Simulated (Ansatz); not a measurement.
# Relaxing Ta2N

Computed with DFT PBEsol, scalar-relativistic, plane waves, PAW in Ansatz 0.2.0. Run with 420 eV cutoff, 18×18×18 k-mesh, Gaussian smearing of 0.10 eV, no spin polarisation.

What was changed in Mo2N: Mo → Ta on all its sites, cell and atoms relaxed.

A cell with an odd number of electrons and no spin polarisation is a metal by construction and may be lower with spin. Spin–orbit coupling is left out, which can shift energies with elements as heavy as these.

Command:

```bash
ansatz run input.yaml --threads 1 --pin off --max-ram 2560MiB --backend cpu --events-out ev --progress --plain --runs-dir out
```

Input:

```yaml
crystal:
  lattice:
    - [1.4919715025, 0.8613901486, 5.105283066]
    - [-1.4919715025, 0.8613901486, 5.105283066]
    - [0.0, -1.7227802972, 5.105283066]
  atoms:
    - { symbol: Ta, position: [0.2466419841, 0.2466419841, 0.2466419841] }
    - { symbol: Ta, position: [0.7533580159, 0.7533580159, 0.7533580159] }
    - { symbol: "N", position: [0.0, 0.0, 0.0] }
basis:
  ecutwfc: 420
kpoints:
  mp_grid: { grid: [18, 18, 18] }
hamiltonian:
  xc: pbesol
scf:
  occupations: { method: gaussian, width: 0.1 }
output:
  forces: true
  stress: true
  eigenvalues: true
relax:
  adjacent_minimum: "off"
  f_tol: 0.01
  max_steps: 60
  cell: { stress_tol: 0.1 }
```

F is the free energy. Steps run on the plane waves of an earlier cell, but the last one, and at times one on the way, on a freshly chosen basis, so a repeated geometry can differ a little in energy.

Steps:

```csv
step,F − F(1) (eV),largest force component (eV/Å),V (Å³/atom),P (GPa)
1,0.0000,0.098,13.122,0.17
2,0.0044,0.232,13.253,-2.10
3,-0.0007,0.001,13.142,-0.08
4,-0.0008,0.000,13.140,-0.01
5,-0.0009,0.000,13.140,-0.01
```

Relaxed structure:

```
CELL_PARAMETERS angstrom
1.49540 0.86337 5.08876
-1.49540 0.86337 5.08876
0.00000 -1.72674 5.08876
ATOMIC_POSITIONS crystal
Ta 0.24696 0.24696 0.24696
Ta 0.75304 0.75304 0.75304
N 0.00000 0.00000 0.00000
```

The structure is trigonal, space group R-3m (No. 166). Conventional cell: a = 2.991 Å, b = 2.991 Å, c = 15.266 Å, α = 90.00°, β = 90.00°, γ = 120.00°. Ta (site symmetry 3m) is surrounded by 3 N at 2.17 Å. N (site symmetry -3m) is surrounded by 6 Ta at 2.17 Å.

The run converged. It took 2 min on 1 thread of Intel(R) Xeon(R) Platinum 8375C CPU @ 2.90GHz (Ice Lake), with other jobs on the host, peak memory 0.69 GiB.